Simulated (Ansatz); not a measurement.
Born–Oppenheimer molecular dynamics of a periodic cell of 25 atoms, W13C12 (surface WC(001), adsorbate W). It goes on from the last frame of an earlier run, with new velocities.

Method: DFT r2SCAN, scalar-relativistic, plane waves, PAW (Ansatz 0.2.0). Settings: accuracy low, PAW set soft_1, cutoff 500 eV, k mesh 2x2x1, fermi-dirac smearing 0.05 eV, no spin polarisation.

- ensemble: NVT, Langevin thermostat
- time step: 1 fs
- steps asked: 160
- set temperature: 450 K
- friction: 0.01 /fs
- atoms held: 1, 2, 7, 8, 13, 14, 19, 20
- seed: 899955

Frames 5 fs apart, positions in Å, forces in eV/Å.

Velocities at 50 fs (Å/ps):

```
W 0.00 0.00 0.00
C 0.00 0.00 0.00
W 0.93 -0.11 -1.33
C 4.41 -5.82 -2.86
W -3.46 -2.00 -0.62
C -2.52 2.71 -0.16
W 0.00 0.00 0.00
C 0.00 0.00 0.00
W -1.68 -0.62 -0.17
C 3.66 5.91 2.99
W -2.27 -0.73 -0.40
C 0.96 -7.15 3.25
W 0.00 0.00 0.00
C 0.00 0.00 0.00
W -0.56 0.98 0.93
C -3.20 -2.00 -1.98
W 3.35 0.32 0.45
C 3.45 -0.42 -2.46
W 0.00 0.00 0.00
C 0.00 0.00 0.00
W 1.79 -0.26 -0.32
C -3.90 11.02 -7.01
W -1.59 -0.63 1.29
C -4.76 -1.65 -0.30
W -1.03 -1.92 0.49
```

```xyz
25
Lattice="5.7968 0.0000 0.0000 -2.8984 5.0202 0.0000 0.0000 0.0000 19.0720" Properties=species:S:1:pos:R:3:forces:R:3 time_fs=50 energy_less_start_eV=0.439 T=362
W 0.000 0.000 1.000 -0.03 -0.02 0.58
C 1.449 0.837 2.414 -0.01 0.12 -1.25
W -0.032 -0.001 3.775 0.08 0.54 1.44
C 1.426 0.886 5.108 -0.32 -0.85 0.87
W 0.002 0.047 6.667 -1.40 -0.94 0.72
C 1.421 0.910 7.973 0.19 -1.07 -0.35
W -1.449 2.510 1.000 -0.12 0.07 1.31
C 0.000 3.347 2.414 -0.86 0.07 -1.14
W -1.532 2.498 3.895 1.12 0.73 -2.01
C -0.066 3.262 5.308 -0.52 1.54 -1.76
W -1.582 2.505 6.700 2.04 -0.31 0.79
C 0.038 3.354 8.052 -0.66 -0.35 -0.57
W 2.898 0.000 1.000 -0.09 -0.04 0.77
C 4.348 0.837 2.414 -0.41 0.33 -1.08
W 2.874 0.012 3.808 -0.86 -0.59 0.29
C 4.227 0.836 5.182 0.98 0.03 1.04
W 2.884 -0.013 6.704 -0.42 0.19 0.38
C 4.395 0.787 7.824 -0.62 0.00 -0.09
W 1.449 2.510 1.000 -0.18 0.08 0.74
C 2.898 3.347 2.414 -0.03 -0.09 -1.10
W 1.374 2.554 3.799 0.82 -1.11 0.09
C 2.792 3.398 5.208 0.69 -0.39 -0.37
W 1.407 2.490 6.563 -0.68 0.29 -0.07
C 2.733 3.229 7.994 0.65 1.11 0.40
W 1.336 2.433 9.092 0.65 0.68 0.38
25
Lattice="5.7968 0.0000 0.0000 -2.8984 5.0202 0.0000 0.0000 0.0000 19.0720" Properties=species:S:1:pos:R:3:forces:R:3 time_fs=55 energy_less_start_eV=0.481 T=414
W 0.000 0.000 1.000 -0.03 0.04 0.55
C 1.449 0.837 2.414 0.05 0.10 -1.35
W -0.027 0.001 3.771 -0.13 0.70 1.20
C 1.436 0.848 5.102 -0.50 0.09 1.18
W -0.018 0.035 6.664 -0.64 -0.80 0.62
C 1.409 0.915 7.965 0.23 -1.34 -0.32
W -1.449 2.510 1.000 -0.09 0.04 1.28
C 0.000 3.347 2.414 -0.81 0.08 -1.05
W -1.539 2.497 3.892 1.45 0.99 -1.79
C -0.049 3.306 5.302 -0.79 0.79 -1.65
W -1.590 2.501 6.698 2.15 0.02 0.59
C 0.041 3.320 8.058 -1.09 0.10 -0.87
W 2.898 0.000 1.000 -0.09 -0.03 0.83
C 4.348 0.837 2.414 -0.45 0.34 -1.15
W 2.872 0.018 3.816 -0.60 -1.08 -0.13
C 4.227 0.822 5.181 1.04 0.52 1.02
W 2.901 -0.012 6.706 -1.20 -0.10 0.46
C 4.394 0.776 7.811 -0.73 0.27 0.39
W 1.449 2.510 1.000 -0.19 0.07 0.73
C 2.898 3.347 2.414 -0.01 -0.12 -1.13
W 1.385 2.552 3.800 0.36 -0.95 0.07
C 2.776 3.454 5.170 0.80 -1.63 0.41
W 1.401 2.486 6.570 -0.53 0.41 -0.79
C 2.715 3.241 7.996 0.99 1.00 0.14
W 1.333 2.424 9.094 0.82 0.49 0.77
25
Lattice="5.7968 0.0000 0.0000 -2.8984 5.0202 0.0000 0.0000 0.0000 19.0720" Properties=species:S:1:pos:R:3:forces:R:3 time_fs=60 energy_less_start_eV=0.356 T=426
W 0.000 0.000 1.000 -0.02 0.09 0.52
C 1.449 0.837 2.414 0.07 0.07 -1.39
W -0.022 0.005 3.768 -0.27 0.74 1.12
C 1.446 0.816 5.123 -0.65 0.78 0.94
W -0.039 0.022 6.663 0.01 -0.58 0.61
C 1.407 0.900 7.940 0.12 -0.84 0.31
W -1.449 2.510 1.000 -0.05 0.01 1.21
C 0.000 3.347 2.414 -0.75 0.13 -0.99
W -1.543 2.500 3.883 1.68 0.98 -1.49
C -0.059 3.357 5.254 -0.38 -0.15 -0.85
W -1.591 2.499 6.698 2.08 0.24 0.38
C 0.015 3.281 8.040 -0.77 0.14 -0.61
W 2.898 0.000 1.000 -0.08 -0.02 0.89
C 4.348 0.837 2.414 -0.44 0.32 -1.21
W 2.868 0.026 3.822 -0.17 -1.34 -0.33
C 4.259 0.810 5.198 0.62 0.87 0.55
W 2.916 -0.012 6.710 -1.87 -0.34 0.26
C 4.368 0.773 7.810 -0.52 0.42 0.74
W 1.449 2.510 1.000 -0.21 0.06 0.73
C 2.898 3.347 2.414 -0.02 -0.08 -1.16
W 1.399 2.549 3.801 -0.18 -0.81 0.04
C 2.768 3.477 5.149 0.89 -2.24 0.85
W 1.395 2.479 6.574 -0.51 0.79 -1.13
C 2.713 3.272 8.011 0.72 0.50 -0.03
W 1.334 2.419 9.096 0.70 0.26 0.04
25
Lattice="5.7968 0.0000 0.0000 -2.8984 5.0202 0.0000 0.0000 0.0000 19.0720" Properties=species:S:1:pos:R:3:forces:R:3 time_fs=65 energy_less_start_eV=0.261 T=546
W 0.000 0.000 1.000 -0.04 0.13 0.50
C 1.449 0.837 2.414 0.06 0.03 -1.37
W -0.018 0.010 3.768 -0.36 0.55 1.22
C 1.439 0.799 5.157 -0.53 1.01 0.40
W -0.058 0.009 6.663 0.50 -0.36 0.55
C 1.408 0.868 7.918 -0.06 0.15 1.01
W -1.449 2.510 1.000 0.00 -0.01 1.17
C 0.000 3.347 2.414 -0.68 0.20 -0.97
W -1.542 2.506 3.874 1.71 0.74 -1.41
C -0.085 3.398 5.192 0.29 -0.89 0.23
W -1.591 2.501 6.695 1.90 0.28 0.26
C -0.023 3.237 7.996 0.06 0.10 0.15
W 2.898 0.000 1.000 -0.05 -0.03 0.96
C 4.348 0.837 2.414 -0.42 0.25 -1.24
W 2.862 0.030 3.829 0.13 -1.21 -0.49
C 4.287 0.806 5.226 0.24 0.96 -0.09
W 2.928 -0.010 6.716 -2.34 -0.65 -0.02
C 4.333 0.795 7.824 -0.23 0.31 0.76
W 1.449 2.510 1.000 -0.22 0.07 0.75
C 2.898 3.347 2.414 -0.01 0.01 -1.19
W 1.412 2.545 3.804 -0.70 -0.69 -0.18
C 2.785 3.461 5.128 0.63 -1.97 1.25
W 1.389 2.473 6.572 -0.38 1.02 -0.88
C 2.725 3.311 8.026 0.05 -0.20 -0.01
W 1.338 2.417 9.100 0.44 0.21 -1.35
25
Lattice="5.7968 0.0000 0.0000 -2.8984 5.0202 0.0000 0.0000 0.0000 19.0720" Properties=species:S:1:pos:R:3:forces:R:3 time_fs=70 energy_less_start_eV=0.385 T=528
W 0.000 0.000 1.000 -0.06 0.14 0.48
C 1.449 0.837 2.414 0.02 0.01 -1.32
W -0.016 0.016 3.768 -0.38 0.16 1.52
C 1.427 0.806 5.201 -0.31 0.64 -0.35
W -0.077 -0.007 6.663 0.92 0.00 0.52
C 1.406 0.843 7.912 -0.21 0.85 1.40
W -1.449 2.510 1.000 0.06 -0.01 1.11
C 0.000 3.347 2.414 -0.59 0.26 -1.01
W -1.539 2.513 3.861 1.82 0.38 -1.30
C -0.099 3.436 5.137 0.73 -1.58 1.18
W -1.589 2.503 6.692 1.66 0.20 0.29
C -0.056 3.197 7.955 0.89 0.25 0.92
W 2.898 0.000 1.000 -0.03 -0.06 1.00
C 4.348 0.837 2.414 -0.40 0.17 -1.24
W 2.856 0.032 3.833 0.40 -0.77 -0.57
C 4.315 0.815 5.251 -0.14 0.70 -0.67
W 2.938 -0.010 6.724 -2.69 -0.84 -0.16
C 4.289 0.836 7.848 0.10 0.05 0.46
W 1.449 2.510 1.000 -0.24 0.09 0.78
C 2.898 3.347 2.414 -0.04 0.08 -1.23
W 1.424 2.538 3.809 -1.19 -0.55 -0.54
C 2.811 3.405 5.115 0.25 -0.77 1.49
W 1.380 2.466 6.569 -0.06 1.21 -0.31
C 2.746 3.362 8.041 -0.75 -1.05 0.09
W 1.345 2.417 9.108 0.24 0.44 -2.53
25
Lattice="5.7968 0.0000 0.0000 -2.8984 5.0202 0.0000 0.0000 0.0000 19.0720" Properties=species:S:1:pos:R:3:forces:R:3 time_fs=75 energy_less_start_eV=0.572 T=474
W 0.000 0.000 1.000 -0.07 0.14 0.47
C 1.449 0.837 2.414 -0.05 0.01 -1.26
W -0.016 0.020 3.769 -0.35 -0.19 1.83
C 1.408 0.821 5.242 0.02 -0.02 -1.10
W -0.095 -0.023 6.661 1.28 0.55 0.77
C 1.407 0.829 7.934 -0.31 1.03 1.15
W -1.449 2.510 1.000 0.09 0.01 1.02
C 0.000 3.347 2.414 -0.47 0.29 -1.06
W -1.536 2.518 3.845 2.02 0.10 -0.94
C -0.087 3.446 5.101 0.71 -1.78 1.74
W -1.586 2.503 6.693 1.54 0.03 0.43
C -0.071 3.174 7.934 1.26 0.54 1.31
W 2.898 0.000 1.000 -0.04 -0.10 0.99
C 4.348 0.837 2.414 -0.38 0.10 -1.21
W 2.850 0.032 3.832 0.67 -0.43 -0.49
C 4.335 0.841 5.253 -0.46 0.10 -0.76
W 2.944 -0.010 6.730 -2.79 -0.75 -0.04
C 4.254 0.878 7.885 0.21 -0.35 -0.18
W 1.449 2.510 1.000 -0.24 0.11 0.82
C 2.898 3.347 2.414 -0.10 0.14 -1.27
W 1.439 2.530 3.815 -1.65 -0.44 -0.85
C 2.833 3.334 5.138 -0.07 0.60 1.09
W 1.369 2.461 6.565 0.24 1.22 0.34
C 2.760 3.396 8.053 -1.17 -1.58 0.10
W 1.351 2.417 9.111 0.11 0.66 -2.90
25
Lattice="5.7968 0.0000 0.0000 -2.8984 5.0202 0.0000 0.0000 0.0000 19.0720" Properties=species:S:1:pos:R:3:forces:R:3 time_fs=80 energy_less_start_eV=0.673 T=457
W 0.000 0.000 1.000 -0.07 0.13 0.47
C 1.449 0.837 2.414 -0.14 0.03 -1.22
W -0.018 0.024 3.771 -0.33 -0.35 2.01
C 1.387 0.838 5.271 0.32 -0.73 -1.62
W -0.111 -0.037 6.659 1.46 1.09 1.11
C 1.408 0.827 7.978 -0.35 0.77 0.45
W -1.449 2.510 1.000 0.10 0.06 0.89
C 0.000 3.347 2.414 -0.35 0.27 -1.07
W -1.534 2.526 3.826 2.18 -0.13 -0.22
C -0.050 3.433 5.103 0.15 -1.40 1.45
W -1.578 2.503 6.698 1.54 -0.14 0.63
C -0.062 3.163 7.932 1.07 0.93 1.30
W 2.898 0.000 1.000 -0.07 -0.13 0.95
C 4.348 0.837 2.414 -0.38 0.10 -1.16
W 2.843 0.030 3.829 1.01 -0.35 -0.14
C 4.345 0.877 5.234 -0.60 -0.64 -0.43
W 2.944 -0.010 6.733 -2.69 -0.55 0.27
C 4.226 0.917 7.916 0.21 -0.82 -0.75
W 1.449 2.510 1.000 -0.23 0.11 0.87
C 2.898 3.347 2.414 -0.19 0.19 -1.30
W 1.452 2.521 3.819 -1.88 -0.28 -0.94
C 2.842 3.272 5.192 -0.14 1.61 0.06
W 1.358 2.459 6.561 0.48 1.04 0.91
C 2.760 3.401 8.066 -1.12 -1.59 -0.10
W 1.358 2.419 9.108 0.03 0.77 -2.44
25
Lattice="5.7968 0.0000 0.0000 -2.8984 5.0202 0.0000 0.0000 0.0000 19.0720" Properties=species:S:1:pos:R:3:forces:R:3 time_fs=85 energy_less_start_eV=0.677 T=504
W 0.000 0.000 1.000 -0.06 0.12 0.45
C 1.449 0.837 2.414 -0.21 0.06 -1.20
W -0.021 0.028 3.775 -0.33 -0.48 1.98
C 1.378 0.847 5.278 0.41 -1.17 -1.70
W -0.126 -0.051 6.657 1.62 1.46 1.35
C 1.399 0.837 8.025 -0.31 0.09 -0.43
W -1.449 2.510 1.000 0.10 0.09 0.73
C 0.000 3.347 2.414 -0.25 0.23 -1.04
W -1.529 2.531 3.805 2.14 -0.26 0.74
C -0.005 3.396 5.136 -0.67 -0.55 0.52
W -1.566 2.503 6.705 1.57 -0.19 0.73
C -0.039 3.175 7.954 0.40 1.09 0.77
W 2.898 0.000 1.000 -0.10 -0.15 0.91
C 4.348 0.837 2.414 -0.39 0.12 -1.13
W 2.837 0.026 3.825 1.32 -0.53 0.33
C 4.341 0.899 5.207 -0.50 -1.08 0.03
W 2.941 -0.009 6.735 -2.71 -0.54 0.46
C 4.202 0.938 7.918 0.29 -1.07 -0.79
W 1.449 2.510 1.000 -0.20 0.10 0.89
C 2.898 3.347 2.414 -0.25 0.26 -1.32
W 1.463 2.515 3.823 -1.92 -0.17 -0.86
C 2.840 3.241 5.248 0.06 1.97 -1.00
W 1.349 2.455 6.558 0.58 0.76 1.31
C 2.734 3.371 8.081 -0.38 -0.99 -0.61
W 1.363 2.421 9.103 -0.18 0.81 -1.13
25
Lattice="5.7968 0.0000 0.0000 -2.8984 5.0202 0.0000 0.0000 0.0000 19.0720" Properties=species:S:1:pos:R:3:forces:R:3 time_fs=90 energy_less_start_eV=0.701 T=523
W 0.000 0.000 1.000 -0.06 0.10 0.46
C 1.449 0.837 2.414 -0.22 0.08 -1.21
W -0.023 0.035 3.782 -0.38 -0.82 1.65
C 1.373 0.835 5.254 0.44 -0.96 -1.10
W -0.142 -0.065 6.658 1.85 1.66 1.39
C 1.366 0.848 8.061 -0.18 -0.64 -1.24
W -1.449 2.510 1.000 0.09 0.10 0.60
C 0.000 3.347 2.414 -0.17 0.19 -1.03
W -1.523 2.533 3.785 2.01 -0.37 1.48
C 0.021 3.333 5.169 -1.36 0.57 -0.34
W -1.554 2.502 6.713 1.52 -0.07 0.61
C -0.010 3.212 7.994 -0.49 1.00 -0.13
W 2.898 0.000 1.000 -0.10 -0.16 0.88
C 4.348 0.837 2.414 -0.41 0.14 -1.19
W 2.832 0.020 3.822 1.48 -0.81 0.57
C 4.321 0.899 5.170 -0.20 -1.10 0.68
W 2.938 -0.004 6.738 -2.91 -0.73 0.45
C 4.192 0.944 7.902 0.35 -1.14 -0.44
W 1.449 2.510 1.000 -0.16 0.10 0.89
C 2.898 3.347 2.414 -0.28 0.34 -1.37
W 1.472 2.508 3.824 -2.02 -0.07 -0.81
C 2.843 3.241 5.273 0.07 1.75 -1.38
W 1.338 2.453 6.559 0.86 0.22 1.29
C 2.697 3.315 8.090 0.82 0.05 -1.31
W 1.364 2.426 9.101 -0.54 0.59 0.58
```

Of the whole run (160 fs, mean temperature of the second half 482 K): A run of 0.16 ps of so small a system gives no equilibrium averages. Limits of this set-up: coarse k mesh, thin slab, slab without dipole correction, a typed lattice constant that wasn't relaxed here, low accuracy level.

Time of the run: 38 min on 4 threads of Arm Neoverse V1 (shared host), peak memory 2.8 GiB.
